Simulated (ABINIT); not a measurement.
Crystal: ZrC.

```
Zr C
1.0
     3.39148    0.00000    0.00000
    -1.69574    2.93710    0.00000
     0.00000    0.00000    5.29005
Zr C
2 2
Cartesian
  1.6957 0.9790 3.9675
  0.0000 1.9581 1.3225
  0.0000 0.0000 2.6450
  0.0000 0.0000 0.0000
```

The cell comes from a database or a generator and needn't be the stable form of this composition.

```yaml
Program: ABINIT 10.8.3 (patched build)
Task: relaxation of cell and atoms
Functional: LDA
Potentials_or_basis: JTH PAW LDA v2.0
Cutoff: 517 eV
k_mesh: 9 × 9 × 5
Occupations: fermi-dirac, width 0.05 eV
Spin: no spin polarisation
```

At the start: pressure -11.8 GPa; volume 13.17 Å³/atom.

Where does the relaxation end?

Over 6 steps the energy falls by 27.3 meV/atom and the volume is 12.49 Å³/atom (-5.2 %); space group P6_3/mmc (No. 194, to 0.05 Å).

The path:
```
step  energy change (eV)  largest force (eV/Å)  pressure (GPa)  volume (Å³)
   1              0.0000                0.0000          -11.80        52.69
   2             -0.0956                0.0000           -4.14        50.82
   3             -0.1080                0.0000            0.34        49.86
   4             -0.1083                0.0000            0.10        49.91
   5             -0.1090                0.0000           -0.18        49.97
   6             -0.1090                0.0000           -0.02        49.94
```

Final structure:
```xyz
4
Lattice="3.3166 0.0000 0.0000 -1.6583 2.8723 0.0000 0.0000 0.0000 5.2425" Properties=species:S:1:pos:R:3 pbc="T T T"
Zr    1.6583    0.9574    3.9319
Zr    0.0000    1.9149    1.3106
C     0.0000    0.0000    2.6213
C     0.0000    0.0000    0.0000
```
